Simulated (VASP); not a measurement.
# GaSb (F-43m) in VASP: further runs

GaSb is run at these levels: revPBE+D4; tasks: single point.

All numbers are computed with VASP 6.6.1; they aren't measurements. Logs are shortened: lines on timing, memory, paths and dates and some standing lists are left out, and cuts for length are marked.

**What was measured.**

From a printed reference work, data compilation, for a bulk crystal of GaSb at 4.2 K: band gap 0.811 eV (direct).

The runs below are set against these values where they give the same quantity.

## 1. The cell of the first run

Symmetry: F-43m, No. 216, cubic system. The conventional cell has a = 6.118 Å, b = 6.118 Å, c = 6.118 Å, α = 90.00°, β = 90.00°, γ = 90.00°. Within 3.5 Å of Ga (site symmetry -43m) lie 4 Sb at 2.65 Å. Within 3.5 Å of Sb (site symmetry -43m) lie 4 Ga at 2.65 Å.

## 2. Single point, revPBE+D4

Contents of INCAR:

```
SYSTEM = GaSb
PREC = Accurate ; ENCUT = 500
EDIFF = 1E-6 ; ISMEAR = 0
SIGMA = 0.05 ; LREAL = .False.
LASPH = .True. ; NELM = 120
ALGO = Normal ; ISIF = 2
LWAVE = .False. ; LCHARG = .True.
GGA = RE ; IVDW = 13
LELF = .True. ; LVHAR = .True.
NBANDS = 16 ; GGA_COMPAT = .False.
```

Contents of KPOINTS:

```
regular mesh
0
Gamma
  6 6 6
  0 0 0
```

Contents of POSCAR:

```
GaSb
1.0
    0.0000000000      3.0590005565      3.0590005565
    3.0590005565      0.0000000000      3.0590005565
    3.0590005565      3.0590005565      0.0000000000
Ga Sb
1 1
Direct
    0.0000000000      0.0000000000      0.0000000000
    0.7500000000      0.7500000000      0.7500000000
```

Potentials or basis: VASP PAW PBE potentials, release 64 (Ga_d, Sb).

Started as:

```
> cat potpaw_PBE.64/Ga_d/POTCAR potpaw_PBE.64/Sb/POTCAR > POTCAR
> mpirun -np 1 vasp_std > vasp.out
```

OUTCAR:

```text
SYSTEM = GaSb
   PREC = Accurate
   ENCUT = 500
   EDIFF = 1E-6
   ISMEAR = 0
   LREAL = .False.
   LASPH = .True.
   NELM = 120
   ISIF = 2
   GGA = RE
   IVDW = 13

 ion  position               nearest neighbor table
   1  0.000  0.000  0.000-   2 2.65   2 2.65   2 2.65   2 2.65
   2  0.750  0.750  0.750-   1 2.65   1 2.65   1 2.65   1 2.65

  LATTYP: Found a face centered cubic cell.
 ALAT       =     6.1180011130

  Lattice vectors:

 A1 = (   0.0000000000,   3.0590005565,   3.0590005565)
 A2 = (   3.0590005565,   0.0000000000,   3.0590005565)
 A3 = (   3.0590005565,   3.0590005565,   0.0000000000)

Analysis of symmetry for initial positions (statically):
=====================================================================
 Subroutine PRICEL returns:
 Original cell was already a primitive cell.

 Routine SETGRP: Setting up the symmetry group for a
 face centered cubic supercell.

 Subroutine GETGRP returns: Found 24 space group operations
 (whereof 24 operations were pure point group operations)
 out of a pool of 48 trial point group operations.

The static configuration has the point symmetry T_d .

Analysis of symmetry for dynamics (positions and initial velocities):
=====================================================================
 Subroutine PRICEL returns:
 Original cell was already a primitive cell.

 Routine SETGRP: Setting up the symmetry group for a
 face centered cubic supercell.

 Subroutine GETGRP returns: Found 24 space group operations
 (whereof 24 operations were pure point group operations)
 out of a pool of 48 trial point group operations.

The dynamic configuration has the point symmetry T_d .

 Subroutine INISYM returns: Found 24 space group operations
 (whereof 24 operations are pure point group operations),
 and found     1 'primitive' translations

----------------------------------------------------------------------------------------

                                     Primitive cell

  volume of cell :      57.2491

  direct lattice vectors                    reciprocal lattice vectors
     0.000000000  3.059000557  3.059000557    -0.163452079  0.163452079  0.163452079
     3.059000557  0.000000000  3.059000557     0.163452079 -0.163452079  0.163452079
     3.059000557  3.059000557  0.000000000     0.163452079  0.163452079 -0.163452079

  length of vectors
     4.326080074  4.326080074  4.326080074     0.283107305  0.283107305  0.283107305

  position of ions in fractional coordinates (direct lattice)
     0.000000000  0.000000000  0.000000000
     0.750000000  0.750000000  0.750000000

  ion indices of the primitive-cell ions
   primitive index   ion index
                 1           1
                 2           2

----------------------------------------------------------------------------------------

 KPOINTS: regular mesh

Automatic generation of k-mesh.
 Grid dimensions read from file:
 generate k-points for:    6    6    6

 Generating k-lattice:

  Cartesian coordinates                     Fractional coordinates (reciprocal lattice)
    -0.027242013  0.027242013  0.027242013     0.166666667  0.000000000  0.000000000
     0.027242013 -0.027242013  0.027242013     0.000000000  0.166666667  0.000000000
     0.027242013  0.027242013 -0.027242013     0.000000000  0.000000000  0.166666667

  Length of vectors
     0.047184551  0.047184551  0.047184551

  Shift w.r.t. Gamma in fractional coordinates (k-lattice)
     0.000000000  0.000000000  0.000000000

 Subroutine IBZKPT returns following result:
 ===========================================

 Found     16 irreducible k-points:

 Following reciprocal coordinates:
            Coordinates               Weight
  0.000000  0.000000  0.000000      1.000000
  0.166667  0.000000  0.000000      8.000000
  0.333333  0.000000  0.000000      8.000000
  0.500000  0.000000  0.000000      4.000000
  0.166667  0.166667  0.000000      6.000000
  0.333333  0.166667  0.000000     24.000000
[... 8 lines left out ...]
 -0.333333  0.333333  0.166667     24.000000
 -0.333333  0.500000  0.166667     12.000000
   k-points           NKPTS =     16   k-points in BZ     NKDIM =     16   number of bands    NBANDS=     16
   number of dos      NEDOS =    301   number of ions     NIONS =      2
   total plane-waves  NPLWV =  32768
   dimension x,y,z NGX =    32 NGY =   32 NGZ =   32
   dimension x,y,z NGXF=    64 NGYF=   64 NGZF=   64
   ions per type =               1   1
   NGX,Y,Z   is equivalent  to a cutoff of  12.30, 12.30, 12.30 a.u.
   NGXF,Y,Z  is equivalent  to a cutoff of  24.59, 24.59, 24.59 a.u.
 SYSTEM =  GaSb
   PREC   = accura    normal or accurate (medium, high low for compatibility)
   ISTART =      0    job   : 0-new  1-cont  2-samecut
   ICHARG =      2    charge: 1-file 2-atom 10-const
   ISPIN  =      1    spin polarized calculation?
   LNONCOLLINEAR =      F non collinear calculations
   LSORBIT =      F    spin-orbit coupling
[... 124 lines left out ...]
      5     -10.0399      2.00000
      6      -5.5060      2.00000
[... 8 lines left out ...]
     15      13.7557      0.00000
     16      14.1250      0.00000

 k-point     7 :       0.5000    0.1667    0.0000
  band No.  band energies     occupation
      1     -10.1211      2.00000
      2     -10.0779      2.00000
      3     -10.0765      2.00000
      4     -10.0443      2.00000
      5     -10.0406      2.00000
      6      -4.7385      2.00000
[... 8 lines left out ...]
     15      14.8183      0.00000
     16      14.9139      0.00000

 k-point     8 :      -0.3333    0.1667    0.0000
  band No.  band energies     occupation
      1     -10.1181      2.00000
      2     -10.0787      2.00000
      3     -10.0786      2.00000
      4     -10.0427      2.00000
      5     -10.0421      2.00000
      6      -4.9644      2.00000
[... 8 lines left out ...]
     15      13.2824      0.00000
     16      14.7941      0.00000

 k-point     9 :      -0.1667    0.1667    0.0000
  band No.  band energies     occupation
      1     -10.1075      2.00000
      2     -10.0844      2.00000
      3     -10.0823      2.00000
      4     -10.0432      2.00000
      5     -10.0413      2.00000
      6      -5.7663      2.00000
[... 8 lines left out ...]
     15      13.3794      0.00000
     16      13.5219      0.00000

 k-point    10 :       0.3333    0.3333    0.0000
  band No.  band energies     occupation
      1     -10.1251      2.00000
      2     -10.0726      2.00000
      3     -10.0726      2.00000
      4     -10.0500      2.00000
      5     -10.0384      2.00000
      6      -5.0616      2.00000
[... 8 lines left out ...]
     15      14.9468      0.00000
     16      15.6876      0.00000

 k-point    11 :       0.5000    0.3333    0.0000
  band No.  band energies     occupation
      1     -10.1300      2.00000
      2     -10.0708      2.00000
      3     -10.0695      2.00000
      4     -10.0502      2.00000
      5     -10.0387      2.00000
      6      -4.3537      2.00000
[... 8 lines left out ...]
     15      15.2760      0.00000
     16      15.8044      0.00000

 k-point    12 :      -0.3333    0.3333    0.0000
  band No.  band energies     occupation
      1     -10.1260      2.00000
      2     -10.0743      2.00000
      3     -10.0721      2.00000
      4     -10.0462      2.00000
      5     -10.0413      2.00000
      6      -4.2932      2.00000
[... 8 lines left out ...]
     15      13.0656      0.00000
     16      17.0420      0.00000

 k-point    13 :       0.5000    0.5000    0.0000
  band No.  band energies     occupation
      1     -10.1353      2.00000
      2     -10.0663      2.00000
      3     -10.0663      2.00000
      4     -10.0534      2.00000
      5     -10.0374      2.00000
      6      -4.0426      2.00000
[... 8 lines left out ...]
     15      15.8563      0.00000
     16      16.2721      0.00000

 k-point    14 :       0.5000    0.3333    0.1667
  band No.  band energies     occupation
      1     -10.1227      2.00000
      2     -10.0764      2.00000
      3     -10.0736      2.00000
      4     -10.0468      2.00000
      5     -10.0401      2.00000
      6      -4.8203      2.00000
[... 8 lines left out ...]
     15      14.0533      0.00000
     16      16.0155      0.00000

 k-point    15 :      -0.3333    0.3333    0.1667
  band No.  band energies     occupation
      1     -10.1258      2.00000
      2     -10.0757      2.00000
      3     -10.0710      2.00000
      4     -10.0461      2.00000
      5     -10.0413      2.00000
      6      -4.2919      2.00000
[... 8 lines left out ...]
     15      15.4309      0.00000
     16      15.6446      0.00000

 k-point    16 :      -0.3333    0.5000    0.1667
  band No.  band energies     occupation
      1     -10.1305      2.00000
      2     -10.0721      2.00000
      3     -10.0677      2.00000
      4     -10.0493      2.00000
      5     -10.0398      2.00000
      6      -4.0098      2.00000
[... 8 lines left out ...]
     15      15.0135      0.00000
     16      16.3363      0.00000

------------------------ aborting loop because EDIFF is reached ----------------------------------------

  DFT-D4 for vdW energy calculation

  Edisp (eV):   -1.32261

  FORCE on cell =-STRESS in cart. coord.  units (eV):
  Direction    XX          YY          ZZ          XY          YZ          ZX
  --------------------------------------------------------------------------------------
  -------------------------------------------------------------------------------------
  Total      -0.21034    -0.21034    -0.21034    -0.00000     0.00000    -0.00000
  in kB      -5.88667    -5.88667    -5.88667    -0.00000     0.00000    -0.00000
  external pressure =       -5.89 kB  Pullay stress =        0.00 kB

 VOLUME and BASIS-vectors are now :
 -----------------------------------------------------------------------------
  energy-cutoff  :      500.00
  volume of cell :       57.25
      direct lattice vectors                 reciprocal lattice vectors
     0.000000000  3.059000557  3.059000557    -0.163452079  0.163452079  0.163452079
     3.059000557  0.000000000  3.059000557     0.163452079 -0.163452079  0.163452079
     3.059000557  3.059000557  0.000000000     0.163452079  0.163452079 -0.163452079

 POSITION                                       TOTAL-FORCE (eV/Angst)
 -----------------------------------------------------------------------------------
      0.00000      0.00000      0.00000        -0.000000     -0.000000     -0.000000
      4.58850      4.58850      4.58850         0.000000      0.000000      0.000000
 -----------------------------------------------------------------------------------
    total drift:                               -0.000000     -0.000000     -0.000000

  FREE ENERGIE OF THE ION-ELECTRON SYSTEM (eV)
  ---------------------------------------------------
  free  energy   TOTEN  =        -8.0566445242 eV

  energy  without entropy=       -8.0565011758  energy(sigma->0) =       -8.05657285
```

It took 25 s on 1 thread of Intel Xeon 8259CL, shared host; peak memory 0.18 GiB.

What came out:

```yaml
Free_energy: -8.0566 eV
Pressure: -0.6 GPa
Band_gap_on_the_k_mesh: 0.11 eV, direct
Dispersion_energy_per_atom: -0.661 eV
```

Caveat: the PAW data sets were made with another functional, which shifts forces and pressure a little; spin-orbit coupling is left out, which moves the levels of the heavy elements.

## 3. Single point, revPBE+D4

This run uses another cell than the first one, of 28.50 Å³/atom, 0.996 times its volume.

Contents of INCAR:

```
SYSTEM = GaSb
  PREC = Accurate
  ENCUT = 500
  EDIFF = 1E-6
  ISMEAR = 0
  SIGMA = 0.05
  LREAL = .FALSE.
  LASPH = .TRUE.
  NELM = 120
  ALGO = Normal
  ISIF = 2
  LWAVE = .FALSE.
  LCHARG = .FALSE.
  GGA = RE
  IVDW = 13
  NBANDS = 16
  GGA_COMPAT = .FALSE.
```

Contents of KPOINTS:

```
regular mesh
0
G
  6 6 6
  0 0 0
```

Contents of POSCAR:

```
GaSb
1.0
    0.0000000000      3.0545551809      3.0545551809
    3.0545551809      0.0000000000      3.0545551809
    3.0545551809      3.0545551809      0.0000000000
Ga Sb
1 1
Direct
    0.0000000000      0.0000000000      0.0000000000
    0.7500000000      0.7500000000      0.7500000000
```

Potentials or basis: VASP PAW PBE potentials, release 64 (Ga_d, Sb).

Started as:

```
> cat potpaw_PBE.64/Ga_d/POTCAR potpaw_PBE.64/Sb/POTCAR > POTCAR
> mpirun -np 1 vasp_std > vasp.out
```

It took 25 s on 1 thread of Intel Xeon 8259CL, shared host; peak memory 0.18 GiB.

The run converged. Its results:

* Free energy: -8.0574 eV
* Pressure: -0.4 GPa
* Band gap on the k mesh: 0.14 eV, direct
* Dispersion energy per atom: -0.665 eV

Levels at points of the mesh, in eV from the valence-band top:
| k point | band 6 | band 7 | band 8 | band 9 | band 10 | band 11 | band 12 | band 13 |
| --- | --- | --- | --- | --- | --- | --- | --- | --- |
| (0.00, 0.00, 0.00) | -11.48 | 0.00 | 0.00 | 0.00 | 0.14 | 2.78 | 2.78 | 2.78 |
| (0.50, 0.00, 0.00) | -9.85 | -6.36 | -1.16 | -1.16 | 0.47 | 3.76 | 3.76 | 6.59 |
| (0.50, 0.50, 0.00) | -9.01 | -6.81 | -2.58 | -2.58 | 0.95 | 1.31 | 8.73 | 8.73 |

Caveat: the PAW data sets were made with another functional, which shifts forces and pressure a little; spin-orbit coupling is left out, which moves the levels of the heavy elements.

## 4. Single point, revPBE+D4 (volume scaled by 1.02)

Contents of INCAR:

```
SYSTEM = GaSb
  ALGO = Normal
  EDIFF = 1E-6
  ENCUT = 500
  GGA = RE
  GGA_COMPAT = .False.
  ISIF = 2
  ISMEAR = 0
  IVDW = 13
  LASPH = .True.
  LCHARG = .False.
  LREAL = .False.
  LWAVE = .False.
  NBANDS = 16
  NELM = 120
  PREC = Accurate
  SIGMA = 0.05
```

Contents of KPOINTS:

```
k-points
0
Gamma
  6 6 6
  0 0 0
```

Contents of POSCAR:

```
GaSb
1.0
    0.0000000000      3.0656969203      3.0656969203
    3.0656969203      0.0000000000      3.0656969203
    3.0656969203      3.0656969203      0.0000000000
Ga Sb
1 1
Direct
    0.0000000000      0.0000000000      0.0000000000
    0.7500000000      0.7500000000      0.7500000000
```

Started as:

```
> cat potpaw_PBE.64/Ga_d/POTCAR potpaw_PBE.64/Sb/POTCAR > POTCAR
> mpirun -np 1 vasp_std > vasp.out
```

Run time: 27 s. Hardware: 1 thread of Intel Xeon 8259CL, shared host; peak memory 0.17 GiB.

Results (log left out):

* Free energy: -8.0549 eV
* Pressure: -0.9 GPa
* Band gap on the k mesh: 0.06 eV, direct
* Dispersion energy per atom: -0.657 eV

Levels at points of the mesh, in eV from the valence-band top:
```csv
k point,band 5,band 6,band 7,band 8,band 9,band 10,band 11,band 12,band 13,band 14
"(0.00, 0.00, 0.00)",-14.98,-11.41,0.00,0.00,0.00,0.06,2.79,2.79,2.79,5.96
"(0.50, 0.00, 0.00)",-14.98,-9.80,-6.31,-1.14,-1.14,0.45,3.76,3.76,6.60,9.43
"(0.50, 0.50, 0.00)",-14.98,-8.98,-6.76,-2.55,-2.55,0.97,1.33,8.66,8.66,10.10
```

Caveat: the cell differs from its parent crystal (volume scaled by 1.02); the PAW data sets were made with another functional, which shifts forces and pressure a little; spin-orbit coupling is left out, which moves the levels of the heavy elements. A k mesh can miss the band edges.

## 5. Single point, revPBE+D4 (volume scaled by 1.04)

INCAR is that of step 4.

KPOINTS is that of step 4.

Contents of POSCAR:

```
GaSb
1.0
    0.0000000000      3.0856046010      3.0856046010
    3.0856046010      0.0000000000      3.0856046010
    3.0856046010      3.0856046010      0.0000000000
Ga Sb
1 1
Direct
    0.0000000000      0.0000000000      0.0000000000
    0.7500000000      0.7500000000      0.7500000000
```

Started as:

```
> cat potpaw_PBE.64/Ga_d/POTCAR potpaw_PBE.64/Sb/POTCAR > POTCAR
> mpirun -np 1 vasp_std > vasp.out
```

Wall time 27 s (1 thread of Intel Xeon 8259CL, shared host); peak memory 0.18 GiB.

It converged, with:

- Free energy: -8.0460 eV
- Pressure: -1.7 GPa
- Band gap on the k mesh: zero (filled and empty bands touch)
- Dispersion energy per atom: -0.642 eV

Levels at points of the mesh, in eV from the Fermi level:
```tsv
k point	band 7	band 8	band 9	band 10	band 11	band 12
(0.00, 0.00, 0.00)	-0.09	-0.02	-0.02	-0.02	2.78	2.78
(0.50, 0.00, 0.00)	-6.23	-1.13	-1.13	0.39	3.75	3.75
(0.50, 0.50, 0.00)	-6.69	-2.49	-2.49	0.97	1.36	8.52
```

Caveat: the cell differs from its parent crystal (volume scaled by 1.04); the PAW data sets were made with another functional, which shifts forces and pressure a little; spin-orbit coupling is left out, which moves the levels of the heavy elements; pairwise dispersion overbinds metals, which lowers pressure and volume.

## 6. Summary

| cell | gap on the mesh (eV) | pressure (GPa) |
| --- | --- | --- |
| a = 4.326 Å, angles 60.0°, 2 atoms | 0.11 | -0.6 |
| a = 4.320 Å, angles 60.0°, 2 atoms | 0.14 | -0.4 |
| a = 4.336 Å, angles 60.0°, 2 atoms | 0.06 | -0.9 |
| a = 4.364 Å, angles 60.0°, 2 atoms | none | -1.7 |

Alike in all rows: task single point; level revPBE+D4; potentials or basis VASP PAW PBE potentials, release 64 (Ga_d, Sb); no spin polarisation; k mesh 6 × 6 × 6; cutoff (eV) 500; smearing gaussian 0.05 eV.

Caveats: the PAW data sets were made with another functional, which shifts forces and pressure a little; spin-orbit coupling is left out, which moves the levels of the heavy elements; pairwise dispersion overbinds metals, which lowers pressure and volume (some runs).

Absolute energies hang on the potentials; compare differences alone.

## 7. Comparison with measurements

Step 2. Against the measured gap of GaSb, 0.811 eV (direct; 4.2 K; a printed reference work, data compilation), the calculated 0.11 eV is off by -0.71 eV. Spin-orbit coupling on Ga, Sb is left out. The value is that of revPBE+D4 on a finite k mesh, which can miss the band edges, without temperature or zero-point motion. Semilocal functionals fall short of measured gaps as a rule.

Step 3. A measured gap of GaSb is 0.811 eV (direct; 4.2 K; a printed reference work, data compilation); the calculated 0.14 eV misses it by -0.67 eV. Spin-orbit coupling on Ga, Sb is left out. The value is that of revPBE+D4 on a finite k mesh, which can miss the band edges, without temperature or zero-point motion. Semilocal functionals fall short of measured gaps as a rule.
